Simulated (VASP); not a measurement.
# Pt (Fm-3m) in VASP: elastic constants with PBEsol

Aim: the elastic constants of Pt with PBEsol.

Everything below comes from runs of VASP 6.6.1. Logs are shortened: lines on timing, memory, paths and dates and some standing lists are left out, and cuts for length are marked.

### 1 The structure

The structure is cubic, space group Fm-3m (No. 225). Conventional cell: a = 3.943 Å, b = 3.943 Å, c = 3.943 Å, α = 90.00°, β = 90.00°, γ = 90.00°. Pt (site symmetry m-3m) is surrounded by 12 Pt at 2.79 Å.

### 2 Elastic constants, PBEsol

The input, POSCAR:

```
Pt
1.0
    0.0000000000      1.9715751800      1.9715751800
    1.9715751800      0.0000000000      1.9715751800
    1.9715751800      1.9715751800      0.0000000000
Pt
1
Direct
    0.0000000000      0.0000000000      0.0000000000
```

The input, INCAR.step1:

```
SYSTEM = Pt
PREC = Accurate
ENCUT = 600
EDIFF = 1E-8
ISMEAR = 0
SIGMA = 0.1
LREAL = .FALSE.
LASPH = .TRUE.
NELM = 60
ALGO = Normal
ISIF = 3
LWAVE = .FALSE.
LCHARG = .FALSE.
GGA = PS
IBRION = 2
NSW = 40
EDIFFG = -0.002
```

The input, INCAR.step2:

```
SYSTEM = Pt
PREC = Accurate
ENCUT = 600
EDIFF = 1E-8
ISMEAR = 0
SIGMA = 0.1
LREAL = .FALSE.
LASPH = .TRUE.
NELM = 60
ALGO = Normal
ISIF = 3
LWAVE = .FALSE.
LCHARG = .FALSE.
GGA = PS
IBRION = 6
NFREE = 2
POTIM = 0.015
NSW = 1
```

The input, KPOINTS:

```
regular mesh
0
G
  18 18 18
  0 0 0
```

Potentials or basis: VASP PAW PBE potentials, release 64 (Pt).

On the command line:

```bash
> cat potpaw_PBE.64/Pt/POTCAR > POTCAR
> cp INCAR.step1 INCAR
> mpirun -np 1 vasp_std > vasp.out
> cp CONTCAR POSCAR
> cp INCAR.step2 INCAR
> mpirun -np 1 vasp_std > vasp.out
```

OUTCAR:

```text
SYSTEM = Pt
   PREC = Accurate
   ENCUT = 600
   EDIFF = 1E-8
   ISMEAR = 0
   LREAL = .FALSE.
   LASPH = .TRUE.
   NELM = 60
   ISIF = 3
   GGA = PS
   IBRION = 6
   NFREE = 2
   POTIM = 0.015
   NSW = 1

 ion  position               nearest neighbor table
   1  0.000  0.000  0.000-

  LATTYP: Found a face centered cubic cell.
 ALAT       =     3.9166378665

  Lattice vectors:

 A1 = (   0.0000000000,   1.9583189332,   1.9583189332)
 A2 = (   1.9583189332,   0.0000000000,   1.9583189332)
 A3 = (   1.9583189332,   1.9583189332,   0.0000000000)

Analysis of symmetry for initial positions (statically):
=====================================================================
 Subroutine PRICEL returns:
 Original cell was already a primitive cell.

 Routine SETGRP: Setting up the symmetry group for a
 face centered cubic supercell.

 Subroutine GETGRP returns: Found 48 space group operations
 (whereof 48 operations were pure point group operations)
 out of a pool of 48 trial point group operations.

The static configuration has the point symmetry O_h .

Analysis of symmetry for dynamics (positions and initial velocities):
=====================================================================
 Subroutine PRICEL returns:
 Original cell was already a primitive cell.

 Routine SETGRP: Setting up the symmetry group for a
 face centered cubic supercell.

 Subroutine GETGRP returns: Found 48 space group operations
 (whereof 48 operations were pure point group operations)
 out of a pool of 48 trial point group operations.

The dynamic configuration has the point symmetry O_h .

 Subroutine INISYM returns: Found 48 space group operations
 (whereof 48 operations are pure point group operations),
 and found     1 'primitive' translations

----------------------------------------------------------------------------------------

                                     Primitive cell

  volume of cell :      15.0204

  direct lattice vectors                    reciprocal lattice vectors
     0.000000000  1.958318933  1.958318933    -0.255321026  0.255321026  0.255321026
     1.958318933  0.000000000  1.958318933     0.255321026 -0.255321026  0.255321026
     1.958318933  1.958318933  0.000000000     0.255321026  0.255321026 -0.255321026

  length of vectors
     2.769481195  2.769481195  2.769481195     0.442228990  0.442228990  0.442228990

  position of ions in fractional coordinates (direct lattice)
     0.000000000  0.000000000  0.000000000

  ion indices of the primitive-cell ions
   primitive index   ion index
                 1           1

----------------------------------------------------------------------------------------

 KPOINTS: regular mesh

Automatic generation of k-mesh.
 Grid dimensions read from file:
 generate k-points for:   18   18   18

 Generating k-lattice:

  Cartesian coordinates                     Fractional coordinates (reciprocal lattice)
    -0.014184501  0.014184501  0.014184501     0.055555556  0.000000000  0.000000000
     0.014184501 -0.014184501  0.014184501     0.000000000  0.055555556  0.000000000
     0.014184501  0.014184501 -0.014184501     0.000000000  0.000000000  0.055555556

  Length of vectors
     0.024568277  0.024568277  0.024568277

  Shift w.r.t. Gamma in fractional coordinates (k-lattice)
     0.000000000  0.000000000  0.000000000

 Subroutine IBZKPT returns following result:
 ===========================================

 Found    195 irreducible k-points:

 Following reciprocal coordinates:
            Coordinates               Weight
  0.000000  0.000000  0.000000      1.000000
  0.055556  0.000000  0.000000      8.000000
  0.111111  0.000000  0.000000      8.000000
  0.166667  0.000000  0.000000      8.000000
  0.222222  0.000000  0.000000      8.000000
  0.277778  0.000000  0.000000      8.000000
[... 16 lines left out ...]
 -0.277778  0.055556  0.000000     24.000000
 -0.222222  0.055556  0.000000     24.000000
 [... further k-points ...]
   k-points           NKPTS =    195   k-points in BZ     NKDIM =    195   number of bands    NBANDS=      9
   number of dos      NEDOS =    301   number of ions     NIONS =      1
   total plane-waves  NPLWV =  13824
   dimension x,y,z NGX =    24 NGY =   24 NGZ =   24
   dimension x,y,z NGXF=    48 NGYF=   48 NGZF=   48
   ions per type =               1
[... 30 lines left out ...]
   IMIX   =      4    mixing-type and parameters
     AMIX     =   0.40;   BMIX     =  1.00
     AMIX_MAG =   1.60;   BMIX_MAG =  1.00
  volume/ion in A,a.u.               =      15.02       101.36
  Fermi-wavevector in a.u.,A,eV,Ry     =   1.429491  2.701346 27.802749  2.043444
  Thomas-Fermi vector in A             =   2.549439
   LORBIT       =      0    0 simple, 1 ext, 2 COOP (PROOUT), +10 PAW based schemes
   GGA     = PS    functional components
   LHFCALC =     F    Hartree Fock is set to
   AEXX    =    0.0000 exact exchange contribution
   IVDW    =     0    specifies the selected vdW correction
   LEPSILON=     F    determine dielectric tensor
   LRPA    =     F    only Hartree local field effects (RPA)
 finite differences with symmetry
 non-spin polarized calculation
 Gauss-broadening in eV      SIGMA  =   0.10
  energy-cutoff  :      600.00
  volume of cell :       15.02
 maximum number of plane-waves:       531
 NGX is ok and might be reduce to    24
   NGX = 11   NGY = 11   NGZ = 11

--------------------------------------- Ionic step        1  -------------------------------------------

 number of electron      10.0000000 magnetization

 Free energy of the ion-electron system (eV)
  ---------------------------------------------------
  ext. energy  EPLUGINS =         0.00000000
  ---------------------------------------------------
  free energy    TOTEN  =        -6.96553269 eV

  energy without entropy =       -6.95490972  energy(sigma->0) =       -6.96022120

------------------------ aborting loop because EDIFF is reached ----------------------------------------

  FORCE on cell =-STRESS in cart. coord.  units (eV):
  Direction    XX          YY          ZZ          XY          YZ          ZX
  --------------------------------------------------------------------------------------
  -------------------------------------------------------------------------------------
  Total       -0.0018644     -0.0018644     -0.0018644     -0.0000000      0.0000000      0.0000000
  in kB       -0.1988734     -0.1988734     -0.1988734     -0.0000000      0.0000000      0.0000000
  external PRESSURE =      -0.1988734 kB  Pullay stress =       0.0000000 kB
[... 86 lines left out ...]
  FREE ENERGIE OF THE ION-ELECTRON SYSTEM (eV)
  ---------------------------------------------------
  free  energy   TOTEN  =        -6.9616808384 eV

  energy  without entropy=       -6.9514248458  energy(sigma->0) =       -6.95655284

[... ionic steps 4 to 12 ...]

--------------------------------------- Ionic step       13  -------------------------------------------

 number of electron      10.0000000 magnetization

------------------------ aborting loop because EDIFF is reached ----------------------------------------
[... 65 lines left out ...]
--------------------------------------- Ionic step       15  -------------------------------------------

 number of electron      10.0000000 magnetization

 Free energy of the ion-electron system (eV)
  ---------------------------------------------------
  ext. energy  EPLUGINS =         0.00000000
  ---------------------------------------------------
  free energy    TOTEN  =        -6.96553269 eV

  energy without entropy =       -6.95490972  energy(sigma->0) =       -6.96022120

 E-fermi :  11.1757     XC(G=0): -13.6522

 val. band max:       11.1752597377   @ k =  -0.3333   0.3889   0.1111
 cond. band min:      11.1863622550   @ k =   0.3889   0.2222   0.0000
 fundamental gap:      0.0111025173
 Fermi energy:        11.1757454535

 k-point     1 :       0.0000    0.0000    0.0000
  band No.  band energies     occupation
      1       0.8326      2.00000
      2       7.3422      2.00000
      3       7.3422      2.00000
      4       7.3422      2.00000
      5       9.5349      2.00000
      6       9.5349      2.00000
      7      25.7875      0.00000
      8      30.7674      0.00000
      9      30.7674      0.00000
[... 265 lines left out ...]
 k-point    24 :      -0.2222    0.0556    0.0000
  band No.  band energies     occupation
      1       2.8898      2.00000
      2       6.8374      2.00000
      3       7.7394      2.00000
      4       7.8086      2.00000
      5       9.3327      2.00000
      6      10.0211      2.00000
      7      24.8381      0.00000
      8      27.7130      0.00000
      9      32.2440      0.00000

 [... further k-points ...]

------------------------ aborting loop because EDIFF is reached ----------------------------------------

  FORCE on cell =-STRESS in cart. coord.  units (eV):
  Direction    XX          YY          ZZ          XY          YZ          ZX
  --------------------------------------------------------------------------------------
  -------------------------------------------------------------------------------------
  Total       -0.0018569     -0.0018569     -0.0018569     -0.0000000      0.0000000     -0.0000000
  in kB       -0.1980727     -0.1980727     -0.1980727     -0.0000000      0.0000000     -0.0000000
  external PRESSURE =      -0.1980727 kB  Pullay stress =       0.0000000 kB
[... 16 lines left out ...]
  FREE ENERGIE OF THE ION-ELECTRON SYSTEM (eV)
  ---------------------------------------------------
  free  energy   TOTEN  =        -6.9655326888 eV

  energy  without entropy=       -6.9549097179  energy(sigma->0) =       -6.96022120

 INTERNAL STRAIN TENSORS FROM STRAINED CELLS
 ============================================

 INTERNAL STRAIN TENSOR FOR ION    1 for displacements in x,y,z  (eV/Angst):
          X           Y           Z          XY          YZ          ZX
  --------------------------------------------------------------------------------
  x     0.00000     0.00000     0.00000     0.00000     0.00000     0.00000
  y     0.00000    -0.00000     0.00000    -0.00000    -0.00000     0.00000
  z     0.00000    -0.00000     0.00000     0.00000     0.00000     0.00000

 INTERNAL STRAIN TENSORS FROM DISPLACED ATOMS
 ============================================

 INTERNAL STRAIN TENSOR FOR ION    1 for displacements in x,y,z  (eV/Angst):
          X           Y           Z          XY          YZ          ZX
  --------------------------------------------------------------------------------
  x     0.00000     0.00000     0.00000     0.00000     0.00000     0.00000
  y     0.00000     0.00000     0.00000     0.00000     0.00000     0.00000
  z     0.00000     0.00000     0.00000     0.00000     0.00000     0.00000

 Eigenvectors and eigenvalues of the dynamical matrix
 ----------------------------------------------------

   1 f  =    0.000000 THz     0.000000 2PiTHz    0.000000 cm-1     0.000000 meV
             X         Y         Z           dx          dy          dz
      0.000000  0.000000  0.000000     0.591042    0.377634    0.712785

   2 f  =    0.000000 THz     0.000000 2PiTHz    0.000000 cm-1     0.000000 meV
             X         Y         Z           dx          dy          dz
      0.000000  0.000000  0.000000     0.720125    0.151114   -0.677189

   3 f  =    0.000000 THz     0.000000 2PiTHz    0.000000 cm-1     0.000000 meV
             X         Y         Z           dx          dy          dz
      0.000000  0.000000  0.000000     0.363441   -0.913541    0.182629

--------------------------------------------------------------------------------------------------------

 ELASTIC MODULI CONTR FROM IONIC RELAXATION (kBar)
 Direction    XX          YY          ZZ          XY          YZ          ZX
 --------------------------------------------------------------------------------
 XX           0.0000      0.0000      0.0000      0.0000      0.0000      0.0000
 YY           0.0000      0.0000      0.0000      0.0000      0.0000      0.0000
 ZZ           0.0000      0.0000      0.0000      0.0000      0.0000      0.0000
 XY           0.0000      0.0000      0.0000      0.0000      0.0000      0.0000
 YZ           0.0000      0.0000      0.0000      0.0000      0.0000      0.0000
 ZX           0.0000      0.0000      0.0000      0.0000      0.0000      0.0000
 --------------------------------------------------------------------------------

 TOTAL ELASTIC MODULI (kBar)
 Direction    XX          YY          ZZ          XY          YZ          ZX
 --------------------------------------------------------------------------------
 XX        3575.7204   2557.7681   2557.7681      0.0000      0.0000     -0.0000
 YY        2557.7681   3575.7204   2557.7681     -0.0000      0.0000     -0.0000
 ZZ        2557.7681   2557.7681   3575.7204      0.0000      0.0000      0.0000
 XY           0.0000     -0.0000      0.0000    744.9116      0.0000      0.0000
 YZ           0.0000      0.0000      0.0000      0.0000    744.9116      0.0000
 ZX          -0.0000     -0.0000      0.0000      0.0000      0.0000    744.9116
 --------------------------------------------------------------------------------
```

Wall time 7.1 min (1 thread of Intel Xeon 6975P-C (Granite Rapids), shared host); peak memory 0.6 GiB.

What came out:

| Quantity | Value |
| --- | --- |
| Relaxed volume | 15.02 Å³/atom |
| Relaxed cell | a = 2.769 Å, b = 2.769 Å, c = 2.769 Å, α = 60.00°, β = 60.00°, γ = 60.00° |
| Space group after relaxing (to 0.05 Å) | Fm-3m (No. 225) |
| Elastic constants C11, C12, C44 | 358, 256, 74 GPa |
| Voigt bulk modulus | 290 GPa |

Step by step:
```csv
step,energy change (eV),largest force (eV/Å),pressure (GPa),volume (Å³)
1,0.0000,0.0000,-5.56,15.33
2,0.0427,0.0000,19.50,14.18
3,-0.0055,0.0000,-0.13,15.03
4,-0.0055,0.0000,-0.01,15.02
```

Final structure:
```
CELL_PARAMETERS angstrom
0.00000 1.95832 1.95832
1.95832 0.00000 1.95832
1.95832 1.95832 0.00000
ATOMIC_POSITIONS crystal
Pt 0.00000 0.00000 0.00000
```

Elastic tensor in Voigt notation (GPa, in the Cartesian axes of the cell as first typed):
```
358 256 256   0   0   0
256 358 256   0   0   0
256 256 358   0   0   0
  0   0   0  74   0   0
  0   0   0   0  74   0
  0   0   0   0   0  74
```

Clamped-ion elastic tensor (GPa):
```
358 256 256   0   0   0
256 358 256   0   0   0
256 256 358   0   0   0
  0   0   0  74   0   0
  0   0   0   0  74   0
  0   0   0   0   0  74
```

Caveat: the PAW data sets were made with another functional, which shifts forces and pressure a little.
